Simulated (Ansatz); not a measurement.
**Si: pressure against volume**

Si, P6_3/mmc, a = 3.802 Å, c = 6.289 Å. This isn't the element's structure at ambient conditions. Ansatz: LDA, PAW, 420 eV, Γ-centred 12×12×6 mesh on 4 atoms, Gaussian smearing 0.02 eV; no spin polarisation. Shape and atoms are relaxed at each volume; pressure is positive in compression.

```tsv
V (Å³/atom)	P (GPa)
17.321	?
17.911	11.09
18.502	6.81
19.092	3.14
19.682	0.01
20.273	-2.67
20.863	-4.96
21.651	-7.48
```

Q: Take V0 = 19.682 Å³/atom, count pressures from its P0 = 0.01 GPa, fit the third-order Birch–Murnaghan form to the other rows, and predict the missing pressure.

A: With the Eulerian strain f = ½[(V0/V)^(2/3) − 1] and y = (P − P0)/[3f(1 + 2f)^(5/2)], the form is the line y = B0 + 1.5 B0 (B0′ − 4) f. Rows (f, y): 0.03244, 97.3; 0.02104, 97.2; 0.01025, 96.8; -0.00977, 96.1; -0.01905, 95.8; -0.03079, 95.1. Means f = 0.0006867, y = 96.383; Σ(Δf)² = 0.003004, ΣΔfΔy = 0.1046; the slope is their ratio. y = 96.36 + 34.82 f GPa, so B0 = 96.4 GPa and B0′ = 4 + 2 × (34.82)/(3 × 96.36) = 4.24. At V = 17.321, f = 0.04446, y = 97.91 and P = 16.17 GPa. The run gave 16.07 GPa, so the fit is 0.10 GPa too high, a small miss on the scale of the series. Note that the gap is closed there and open in the run one row down.

Where the gap has closed, the smearing of 0.02 eV or less is narrow for a metal on this mesh.

The cell shape and volume match hexagonal diamond, a fourfold sp3 network, and the fitted bulk modulus of 96.4 GPa is close to that familiar from cubic silicon. This is expected, since the two stackings share the same local bonding and differ only from the second neighbours outward. Compression shortens or bends stiff covalent bonds, so the resistance grows as the volume falls.

The overshoot at the smallest volume needn't be a sign of metallisation. The normalised pressure y already levels off between 97.2 and 97.3 GPa, where the gap is still open at the denser of the two volumes, which suggests a higher-order strain term that the straight line leaves out. A slight band overlap moves few electrons and would probably change the pressure little. The closure itself likely comes too early in compression, because LDA underestimates the gap of silicon. A smooth curve for one phase also doesn't show that the network survives such pressures, at which silicon is known to favour denser, more highly coordinated metallic structures.
